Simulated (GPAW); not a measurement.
# C in GPAW: settings compared, part 2 of 2

GPAW 26.7.0. Earlier steps stand in the parts before.

## 4. Relaxation of cell and atoms, PBEsol+D3(BJ)

run.py

```python
from ase import Atoms
from ase.calculators.mixing import SumCalculator
from ase.filters import FrechetCellFilter
from ase.io import write
from ase.optimize import BFGS
from dftd3.ase import DFTD3
from gpaw import GPAW, PW, setup_paths

setup_paths.insert(0, '.')

atoms = Atoms(['C', 'C'],
              cell=[[2.4561701622, 0.0, 0.0],
                    [-1.2280850811, 2.1271057565, 0.0],
                    [0.0, 0.0, 8.52380336]],
              scaled_positions=[[0.6666666667, 0.3333333333, 0.0],
                                [0.3333333333, 0.6666666667, 0.0]],
              pbc=True)

calc = GPAW(mode=PW(800),
            xc='PBEsol',
            kpts={'size': (12, 12, 3), 'gamma': True},
            occupations={'name': 'fermi-dirac', 'width': 0.05},
            nbands=11,
            convergence={'density': 1e-05, 'forces': 0.0001},
            maxiter=150,
            txt='gpaw.txt')
atoms.calc = SumCalculator([calc, DFTD3(method='pbesol', damping='d3bj')])
opt = BFGS(FrechetCellFilter(atoms), trajectory='relax.traj', logfile='-')
done = opt.run(fmax=0.02, steps=60)
calc.write('gs.gpw')
write('result.traj', atoms)
print('Converged:', done)
print('Cell:', atoms.cell.cellpar().round(4))
print('Volume:', round(atoms.get_volume(), 4))
print(atoms.get_scaled_positions().round(5))
```

On the command line:

```sh
gpaw-setup -f PBEsol C
OMP_NUM_THREADS=1 python run.py
```

It took 1.8 min on 1 thread of Intel Xeon 6975P-C (Granite Rapids), shared host; peak memory 0.25 GiB.

It converged, with:

```
Free energy                            : -19.4873 eV
Relaxed volume                         : 9.18 Å³/atom
Relaxed cell                           : a = 2.458 Å, b = 2.458 Å, c = 3.509 Å, α = 90.00°, β = 90.00°, γ = 120.00°
Space group after relaxing (to 0.05 Å) : P6/mmm (No. 191)
Energy gained by relaxing              : 50.2 meV/atom
Ionic steps                            : 19
Band gap on the k mesh                 : none (metal or under the smearing width)
Dispersion energy per atom             : -0.105 eV
```

Step by step:
| step | energy change (eV) | largest force (eV/Å) | pressure (GPa) | volume (Å³) |
| --- | --- | --- | --- | --- |
| 1 | 0.0000 | 0.0000 | 0.25 | 44.53 |
| 2 | -0.0002 | 0.0000 | 0.08 | 44.57 |
| 3 | -0.0003 | 0.0000 | -0.15 | 44.59 |
| 4 | -0.0003 | 0.0000 | -0.19 | 44.58 |
| 5 | -0.0004 | 0.0000 | -0.46 | 44.40 |
| 6 | -0.0003 | 0.0000 | -0.79 | 43.94 |
| 7 | 0.0002 | 0.0000 | -1.49 | 42.34 |
| 8 | 0.0014 | 0.0000 | -2.79 | 38.54 |
| 9 | 0.0017 | 0.0000 | -4.07 | 35.04 |
| 10 | -0.0021 | 0.0000 | -5.12 | 31.78 |
| 11 | -0.0120 | 0.0000 | -5.86 | 28.77 |
| 12 | -0.0282 | 0.0000 | -6.39 | 26.01 |
| 13 | -0.0499 | 0.0000 | -6.74 | 23.50 |
| 14 | -0.0744 | 0.0000 | -6.91 | 21.23 |
| 15 | -0.0914 | 0.0000 | -6.79 | 19.18 |
| 16 | -0.0870 | 0.0000 | -4.84 | 17.75 |
| 17 | -0.0965 | 0.0000 | -4.52 | 18.50 |
| 18 | -0.0990 | 0.0000 | -2.95 | 18.50 |
| 19 | -0.1004 | 0.0000 | -0.08 | 18.36 |

Final structure:
```
C
1.0
     2.45801    0.00000    0.00000
    -1.22900    2.12870    0.00000
     0.00000    0.00000    3.50905
C
2
Cartesian
  1.2290 0.7096 0.0000
  0.0000 1.4191 0.0000
```

Levels at points of the mesh, in eV from the Fermi level:
| k point | band 2 | band 3 | band 4 | band 5 | band 6 | band 7 |
| --- | --- | --- | --- | --- | --- | --- |
| (0.00, 0.00, 0.00) | -6.66 | -2.79 | -2.79 | 3.91 | 8.54 | 8.54 |
| (0.50, 0.50, 0.00) | -13.14 | -6.22 | -1.58 | 2.63 | 7.51 | 11.06 |

Caveat: these data sets are soft for forces on short bonds; later steps reuse the first step's grids; the volume moved by over 15 % at a fixed basis, so the end points are rough.

## 5. Relaxation of cell and atoms, PBEsol+D3(BJ)+ATM

Changes to run.py since step 4:

```diff
@@ -26,3 +26,3 @@
             txt='gpaw.txt')
-atoms.calc = SumCalculator([calc, DFTD3(method='pbesol', damping='d3bj')])
+atoms.calc = SumCalculator([calc, DFTD3(damping='d3bj', params_tweaks=dict(method='pbesol', atm=True))])
 opt = BFGS(FrechetCellFilter(atoms), trajectory='relax.traj', logfile='-')
```

On the command line:

```sh
gpaw-setup -f PBEsol C
OMP_NUM_THREADS=1 python run.py
```

Run time: 1.9 min. Hardware: 1 thread of Intel Xeon 6975P-C (Granite Rapids), shared host; peak memory 0.22 GiB.

Results (log left out):

- Free energy: -19.4704 eV
- Relaxed volume: 9.24 Å³/atom
- Relaxed cell: a = 2.458 Å, b = 2.458 Å, c = 3.532 Å, α = 90.00°, β = 90.00°, γ = 120.00°
- Space group after relaxing (to 0.05 Å): P6/mmm (No. 191)
- Energy gained by relaxing: 42.0 meV/atom
- Ionic steps: 19
- Band gap on the k mesh: none (metal or under the smearing width)
- Dispersion energy per atom: -0.096 eV

The path:
| step | energy change (eV) | largest force (eV/Å) | pressure (GPa) | volume (Å³) |
| --- | --- | --- | --- | --- |
| 1 | 0.0000 | 0.0000 | 0.27 | 44.53 |
| 2 | -0.0002 | 0.0000 | 0.09 | 44.57 |
| 3 | -0.0003 | 0.0000 | -0.12 | 44.60 |
| 4 | -0.0003 | 0.0000 | -0.16 | 44.59 |
| 5 | -0.0003 | 0.0000 | -0.41 | 44.42 |
| 6 | -0.0002 | 0.0000 | -0.70 | 43.99 |
| 7 | 0.0005 | 0.0000 | -1.32 | 42.51 |
| 8 | 0.0023 | 0.0000 | -2.54 | 38.68 |
| 9 | 0.0034 | 0.0000 | -3.73 | 35.15 |
| 10 | 0.0008 | 0.0000 | -4.69 | 31.88 |
| 11 | -0.0074 | 0.0000 | -5.37 | 28.86 |
| 12 | -0.0212 | 0.0000 | -5.84 | 26.10 |
| 13 | -0.0403 | 0.0000 | -6.14 | 23.58 |
| 14 | -0.0620 | 0.0000 | -6.26 | 21.30 |
| 15 | -0.0769 | 0.0000 | -6.11 | 19.25 |
| 16 | -0.0723 | 0.0000 | -4.45 | 17.89 |
| 17 | -0.0805 | 0.0000 | -4.29 | 18.62 |
| 18 | -0.0825 | 0.0000 | -3.03 | 18.62 |
| 19 | -0.0840 | 0.0000 | -0.07 | 18.48 |

Final structure:
```yaml
crystal:
  lattice:
    - [2.45823, 0.00000, 0.00000]
    - [-1.22912, 2.12889, 0.00000]
    - [0.00000, 0.00000, 3.53184]
  atoms:
    - { symbol: C, position: [0.66667, 0.33333, 0.00000] }
    - { symbol: C, position: [0.33333, 0.66667, 0.00000] }
```

Levels at points of the mesh, in eV from the Fermi level:
| k point | band 1 | band 2 | band 3 | band 4 | band 5 | band 6 | band 7 |
| --- | --- | --- | --- | --- | --- | --- | --- |
| (0.00, 0.00, 0.00) | -19.45 | -6.70 | -2.80 | -2.80 | 3.86 | 8.53 | 8.53 |
| (0.50, 0.50, 0.00) | -14.11 | -13.15 | -6.23 | -1.62 | 2.59 | 7.50 | 11.02 |

Caveat: these data sets are soft for forces on short bonds; later steps reuse the first step's grids; the volume moved by over 15 % at a fixed basis, so the end points are rough.

## 6. Relaxation of cell and atoms, PBEsol+D4

Changes to run.py since step 5:

```diff
@@ -5,3 +5,3 @@
 from ase.optimize import BFGS
-from dftd3.ase import DFTD3
+from dftd4.ase import DFTD4
 from gpaw import GPAW, PW, setup_paths
@@ -26,3 +26,3 @@
             txt='gpaw.txt')
-atoms.calc = SumCalculator([calc, DFTD3(damping='d3bj', params_tweaks=dict(method='pbesol', atm=True))])
+atoms.calc = SumCalculator([calc, DFTD4(method='pbesol')])
 opt = BFGS(FrechetCellFilter(atoms), trajectory='relax.traj', logfile='-')
```

Potentials or basis: PAW data sets generated in the run's folder for this functional, pw.

On the command line:

```sh
gpaw-setup -f PBEsol C
OMP_NUM_THREADS=1 python run.py
```

gpaw.txt:

```text
__  _  _
 | _ |_)|_||  |
 |__||  | ||/\| - 26.7.0

Input parameters:
  mode=PW(ecut=800.0),
  convergence={'density': 1e-05, 'forces': 0.0001},
  kpts=MonkhorstPack(size=(12, 12, 3), gamma=True),
  maxiter=150,
  nbands=11,
  occupations=Occupations(name='fermi-dirac', width=0.05),
  xc=XC(name='PBEsol')

Diagonalizing LCAO Hamiltonian
Converting LCAO to pw mode

        C C

Atoms  # Å, Bohr magnetons
|   | symbol |         x |        y |        z |    initial magnetic moments |
|---|--------|-----------|----------|----------|-----------------------------|
| 0 |      C |  1.228085 | 0.709035 | 0.000000 | ( 0.0000,  0.0000,  0.0000) |
| 1 |      C | -0.000000 | 1.418071 | 0.000000 | ( 0.0000,  0.0000,  0.0000) |

Unit cell  # Å
| periodic |         x |        y |        z |  lengths |     angles |
|----------|-----------|----------|----------|----------|------------|
|      yes |  2.456170 | 0.000000 | 0.000000 | 2.456170 |  90.000000 |
|      yes | -1.228085 | 2.127106 | 0.000000 | 2.456170 |  90.000000 |
|      yes |  0.000000 | 0.000000 | 8.523803 | 8.523803 | 120.000000 |

Number of symmetries: 24
Symmetry operations  # r_c * U_cc + t_c -> r_c
|    | kind |            matrix            |
|----|------|------------------------------|
|  0 |  σ   |  1, 1, 0,  0,-1, 0,  0, 0, 1 |
|  1 |  C2  |  1, 1, 0,  0,-1, 0,  0, 0,-1 |
|  2 |  C6  |  1, 1, 0, -1, 0, 0,  0, 0, 1 |
|  3 |  S6  |  1, 1, 0, -1, 0, 0,  0, 0,-1 |
|  4 |  E   |  1, 0, 0,  0, 1, 0,  0, 0, 1 |
|  5 |  σ   |  1, 0, 0,  0, 1, 0,  0, 0,-1 |
|  6 |  σ   |  1, 0, 0, -1,-1, 0,  0, 0, 1 |
|  7 |  C2  |  1, 0, 0, -1,-1, 0,  0, 0,-1 |
|  8 |  σ   |  0, 1, 0,  1, 0, 0,  0, 0, 1 |
[... 189 lines left out ...]
        C C

Atoms  # Å, Bohr magnetons
|   | symbol |         x |        y |        z |    initial magnetic moments |
|---|--------|-----------|----------|----------|-----------------------------|
| 0 |      C |  1.228351 | 0.709189 | 0.000000 | ( 0.0000,  0.0000,  0.0000) |
| 1 |      C | -0.000000 | 1.418377 | 0.000000 | ( 0.0000,  0.0000,  0.0000) |

Unit cell  # Å
| periodic |         x |        y |         z |  lengths |     angles |
|----------|-----------|----------|-----------|----------|------------|
|      yes |  2.456701 | 0.000000 |  0.000000 | 2.456701 |  90.000000 |
|      yes | -1.228351 | 2.127566 | -0.000000 | 2.456702 |  90.000000 |
|      yes |  0.000000 | 0.000000 |  8.521548 | 8.521548 | 120.000000 |

Number of symmetries: 24
Symmetry operations  # r_c * U_cc + t_c -> r_c
|    | kind |            matrix            |
|----|------|------------------------------|
|  0 |  σ   |  1, 1, 0,  0,-1, 0,  0, 0, 1 |
|  1 |  C2  |  1, 1, 0,  0,-1, 0,  0, 0,-1 |
|  2 |  C6  |  1, 1, 0, -1, 0, 0,  0, 0, 1 |
|  3 |  S6  |  1, 1, 0, -1, 0, 0,  0, 0,-1 |
[... 1700 lines left out ...]

        C C
[... 201 lines left out ...]
Stress tensor  # eV/Ang^3
|         x |         y |         z |
|-----------|-----------|-----------|
|  0.043480 | -0.000000 | -0.000000 |
| -0.000000 |  0.043480 |  0.000000 |
| -0.000000 |  0.000000 |  0.002048 |

Forces  # eV/Ang
|        x |       y |       z |
|----------|---------|---------|
|  0.00000 | 0.00000 | 0.00000 |  # C    0
| -0.00000 | 0.00000 | 0.00000 |  # C    1

Interpolating wave functions to new cell

        C C
[... 201 lines left out ...]
Stress tensor  # eV/Ang^3
|         x |         y |         z |
|-----------|-----------|-----------|
|  0.051251 | -0.000000 | -0.000000 |
| -0.000000 |  0.051251 |  0.000000 |
| -0.000000 |  0.000000 |  0.002361 |

Forces  # eV/Ang
|       x |        y |        z |
|---------|----------|----------|
| 0.00000 |  0.00000 | -0.00000 |  # C    0
| 0.00000 | -0.00000 |  0.00000 |  # C    1

Interpolating wave functions to new cell

        C C
[... 634 lines left out ...]
Stress tensor  # eV/Ang^3
|         x |         y |         z |
|-----------|-----------|-----------|
|  0.065333 | -0.000000 | -0.000000 |
| -0.000000 |  0.065333 |  0.000000 |
| -0.000000 |  0.000000 |  0.002184 |

Forces  # eV/Ang
|       x |        y |       z |
|---------|----------|---------|
| 0.00000 |  0.00000 | 0.00000 |  # C    0
| 0.00000 | -0.00000 | 0.00000 |  # C    1

Interpolating wave functions to new cell

        C C
[... 200 lines left out ...]
Stress tensor  # eV/Ang^3
|         x |         y |         z |
|-----------|-----------|-----------|
|  0.070150 | -0.000000 | -0.000000 |
| -0.000000 |  0.070150 |  0.000000 |
| -0.000000 |  0.000000 | -0.008460 |

Forces  # eV/Ang
|        x |       y |        z |
|----------|---------|----------|
| -0.00000 | 0.00000 | -0.00000 |  # C    0
|  0.00000 | 0.00000 |  0.00000 |  # C    1

Interpolating wave functions to new cell

        C C
[... 151 lines left out ...]
SCF iterations
|iter     | |      energy | eigst |  dens |force |
|---------|-|-------------|-------|-------|------|
|iter:   1| |  -19.308775 | -0.56 |       |      |
|iter:   2| |  -19.302566 | -4.08 | -1.50 |      |
|iter:   3| |  -19.265990 | -2.62 | -1.54 |      |
|iter:   4| |  -19.265427 | -4.16 | -2.36 |      |
|iter:   5| |  -19.265433c| -5.28 | -3.00 |      |
|iter:   6| |  -19.265433c| -7.03 | -4.00 |      |
|iter:   7| |  -19.265433c| -7.94c| -4.40 |      |
|iter:   8| |  -19.265433c| -9.09c| -5.81c|      |
|iter:   9| |  -19.265433c|-10.08c| -6.38c|-15.68c|

Converged in 9 steps
Energy contributions relative to reference atoms: (reference = -2045.923931)

Energy contributions:
  Kinetic:          16.620713
  Coulomb:         -17.422890
  Zero:              0.043617
  External:          0.000000
  Xc:              -18.506352
  Entropy:          -0.001043
  Spinorbit:         0.000000
  ----------------------------
  Free energy:     -19.265955
  Extrapolated:    -19.265433
[... 460 lines left out ...]
Forces  # eV/Ang
|        x |        y |        z |
|----------|----------|----------|
|  0.00000 |  0.00000 | -0.00000 |  # C    0
| -0.00000 | -0.00000 |  0.00000 |  # C    1

# Writing to gs.gpw (mode='')
```

stdout:

```text
Step          Energy          fmax
BFGS:    0      -19.383568        0.037043
BFGS:    1      -19.383625        0.037060
BFGS:    2      -19.383685        0.037086
BFGS:    3      -19.383699        0.038496
BFGS:    4      -19.383686        0.092251
BFGS:    5      -19.383481        0.163427
[... 10 lines left out ...]
BFGS:   16      -19.469172        0.217073
BFGS:   17      -19.471357        0.004380
Converged: True
Cell: [  2.4549   2.4549   3.5138  90.      90.     120.    ]
Volume: 18.3384
[[0.66667 0.33333 0.     ]
 [0.33333 0.66667 0.     ]]
```

It took 2 min on 1 thread of Intel Xeon 6975P-C (Granite Rapids), shared host; peak memory 0.24 GiB.

What came out:

```
Free energy                            : -19.4719 eV
Relaxed volume                         : 9.17 Å³/atom
Relaxed cell                           : a = 2.455 Å, b = 2.455 Å, c = 3.514 Å, α = 90.00°, β = 90.00°, γ = 120.00°
Space group after relaxing (to 0.05 Å) : P6/mmm (No. 191)
Energy gained by relaxing              : 43.9 meV/atom
Ionic steps                            : 18
Band gap on the k mesh                 : none (metal or under the smearing width)
Dispersion energy per atom             : -0.098 eV
```

The path:
```csv
step,energy change (eV),largest force (eV/Å),pressure (GPa),volume (Å³)
1,0.0000,0.0000,0.06,44.53
2,-0.0001,0.0000,-0.02,44.54
3,-0.0001,0.0000,-0.20,44.54
4,-0.0001,0.0000,-0.27,44.51
5,-0.0001,0.0000,-0.54,44.28
6,0.0001,0.0000,-0.89,43.69
7,0.0009,0.0000,-1.63,41.81
8,0.0023,0.0000,-2.84,38.04
9,0.0031,0.0000,-4.10,34.57
10,0.0006,0.0000,-5.26,31.38
11,-0.0071,0.0000,-6.25,28.43
12,-0.0207,0.0000,-7.10,25.73
13,-0.0396,0.0000,-7.83,23.27
14,-0.0608,0.0000,-8.40,21.03
15,-0.0726,0.0000,-8.58,19.01
16,-0.0756,0.0000,-7.26,18.49
17,-0.0856,0.0000,-2.35,18.23
18,-0.0878,0.0000,0.06,18.34
```

Final structure:
```xyz
2
Lattice="2.4549 0.0000 0.0000 -1.2274 2.1260 0.0000 0.0000 0.0000 3.5138" Properties=species:S:1:pos:R:3 pbc="T T T"
C     1.2274    0.7087    0.0000
C     0.0000    1.4173    0.0000
```

Levels at points of the mesh, in eV from the Fermi level:
```csv
k point,band 2,band 3,band 4,band 5,band 6,band 7
"(0.00, 0.00, 0.00)",-6.69,-2.79,-2.79,3.88,8.56,8.56
"(0.50, 0.50, 0.00)",-13.17,-6.23,-1.60,2.63,7.55,11.06
```

Caveat: these data sets are soft for forces on short bonds; later steps reuse the first step's grids; the volume moved by over 15 % at a fixed basis, so the end points are rough.

## 7. Overview

```tsv
level	gap on the mesh (eV)	relaxed volume (Å³/atom)
PBEsol	none	9.98
PBEsol+D3	none	9.24
PBEsol+D3(BJ)	none	9.18
PBEsol+D3(BJ)+ATM	none	9.24
PBEsol+D4	none	9.17
```

Alike in all rows: task relaxation of cell and atoms; potentials or basis PAW data sets generated in the run's folder for this functional, pw; no spin polarisation; cell relaxed; k mesh 12 × 12 × 3; cutoff (eV) 800; smearing fermi-dirac 0.05 eV.

Caveats: these data sets are soft for forces on short bonds; later steps reuse the first step's grids; the volume moved by over 15 % at a fixed basis, so the end points are rough.

Absolute energies hang on the potentials; compare differences alone.
